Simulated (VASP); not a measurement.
Input of a VASP 6.6.1 run:

INCAR

```
SYSTEM = BN
  PREC = Accurate
  ENCUT = 520
  EDIFF = 1E-6
  ISMEAR = -1
  SIGMA = 0.05
  LREAL = .False.
  LASPH = .True.
  NELM = 60
  ALGO = Normal
  ISIF = 2
  LWAVE = .False.
  LCHARG = .False.
  GGA = PE
  NBANDS = 11
```

The input KPOINTS:

```
Automatic mesh
0
Gamma
  12 12 12
  0 0 0
```

Contents of POSCAR:

```
BN
1.0
    1.2511217832      0.7223354983      3.3729344033
   -1.2511217832      0.7223354983      3.3729344033
    0.0000000000     -1.4446709966      3.3729344033
N B
1 1
Direct
    0.6672382000      0.6672382000      0.6672382000
    0.0003288000      0.0003288000      0.0003288000
```

The input KPOINTS_OPT:

```
path GLB1,BZGX,QFP1Z,LP
10
line-mode
reciprocal
 0.0000000000  0.0000000000  0.0000000000  G
 0.5000000000  0.0000000000  0.0000000000  L

 0.5000000000  0.0000000000  0.0000000000  L
 0.5000000000  0.1972419765 -0.1972419765  B1

 0.8027580235  0.5000000000  0.1972419765  B
 0.5000000000  0.5000000000  0.5000000000  Z

 0.5000000000  0.5000000000  0.5000000000  Z
 0.0000000000  0.0000000000  0.0000000000  G

 0.0000000000  0.0000000000  0.0000000000  G
 0.3486209883  0.0000000000 -0.3486209883  X

 0.6513790117  0.3486209883  0.0000000000  Q
 0.5000000000  0.5000000000  0.0000000000  F

 0.5000000000  0.5000000000  0.0000000000  F
 0.6513790117  0.6513790117  0.1972419765  P1

 0.6513790117  0.6513790117  0.1972419765  P1
 0.5000000000  0.5000000000  0.5000000000  Z

 0.5000000000  0.0000000000  0.0000000000  L
 0.8027580235  0.3486209883  0.3486209883  P
```

Potentials or basis: VASP PAW PBE potentials, release 64 (N, B).

The run is started by

```sh
$ cat potpaw_PBE.64/N/POTCAR potpaw_PBE.64/B/POTCAR > POTCAR
$ mpirun -np 1 vasp_std > vasp.out
```

Q: Predict the pressure.

A: 3.6 GPa.

Q: What does it give for the band gap on the k mesh?

A: 4.28 eV, indirect (least direct gap 4.70 eV).

Forces on the atoms (eV/Å):
```
N    0.000  0.000 -0.003
B    0.000  0.000  0.003
```

As with any semilocal functional, this PBE gap is likely too small.
